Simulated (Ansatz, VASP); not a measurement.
KBr: VASP beside Ansatz

```
CELL_PARAMETERS angstrom
3.86253 0.00000 0.00000
0.00000 3.86253 0.00000
0.00000 0.00000 3.97626
ATOMIC_POSITIONS crystal
K 0.00000 0.00000 0.00000
Br 0.50000 0.50000 0.50000
```

Change from the starting cell: biaxial_xy strain -2.9%.

Alike in both runs: task single point; functional r2SCAN; k mesh 6 × 6 × 6; no spin polarisation.

```csv
,VASP,Ansatz
version,VASP 6.6.1,Ansatz 0.2.0
potentials or method,"VASP PAW PBE potentials, release 64 (K_sv, Br)","plane waves, PAW"
plane-wave cutoff (eV),520,500
occupations,"gaussian, width 0.01 eV",fixed
valence electrons in the cell,16,16
```

|  | VASP | Ansatz | Ansatz less VASP |
| --- | --- | --- | --- |
| gap on the k mesh at the Fermi level (eV) | 4.92 | 4.92 | -0.004 |
| pressure (GPa) | 1.3 | 1.3 | 0.00 |
| largest component of the traceless stress (GPa) | 0.83 | 0.83 | 0.000 |

Caveats: the PAW data sets were made with another functional, which shifts forces and pressure a little (VASP). A k mesh can miss the band edges.
